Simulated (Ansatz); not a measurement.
## C: one atom moved along a line

Method: Ansatz 0.2.0, DFT PBE+D3(BJ), scalar-relativistic, plane waves, PAW. The runs took a 420 eV cutoff, a Γ-centred 18×18×2 mesh and Gaussian smearing (0.15 eV). No spin polarisation. Energies are free energies at this smearing, counted from the undisturbed cell; pressure is positive in compression.

The undisturbed cell (relaxed at this level):

```xyz
12
Lattice="2.4649 0.0000 0.0000 -1.2324 2.1347 0.0000 0.0000 0.0000 20.6061" Properties=species:S:1:pos:R:3 pbc="T T T"
C     1.2324    0.7116   19.6168
C     1.2324    0.7116    9.3142
C     1.2324    0.7116   16.0588
C     1.2324    0.7116    5.7562
C     0.0000    0.0000   12.6865
C     0.0000    1.4231    5.7558
C     0.0000    0.0000    2.3834
C     1.2324    0.7116   12.6865
C     0.0000    1.4231   16.0592
C     0.0000    1.4231    2.3834
C     0.0000    1.4231    9.3137
C     0.0000    1.4231   19.6172
```

Atom 1 (C) is moved by x along the Cartesian unit vector (-0.500, -0.866, 0.000); the cell and all other atoms stay fixed. The cell is metallic on the mesh throughout.

| x (Å) | ΔE (meV/cell) |
| --- | --- |
| -0.1000 | 269.5 |
| -0.0500 | 67.2 |
| 0.0000 | 0.0 |
| 0.0125 | 4.2 |
| 0.0250 | 16.8 |
| 0.0375 | 37.8 |
| 0.0625 | 105.1 |
| 0.0750 | 151.5 |
| 0.0875 | 206.3 |

Q: Predict the force along x on the moved atoms (eV/Å) at each point.

A:
```csv
x (Å),force along x on the moved atoms (eV/Å)
-0.1000,5.39
-0.0500,2.69
0.0000,0.00
0.0125,-0.67
0.0250,-1.34
0.0375,-2.02
0.0625,-3.37
0.0750,-4.05
0.0875,-4.72
```

Cost: 9 runs of about 33 core-minutes in all, on Intel Xeon Processor @ 2.50GHz (Skylake/Cascade Lake) (shared hosts).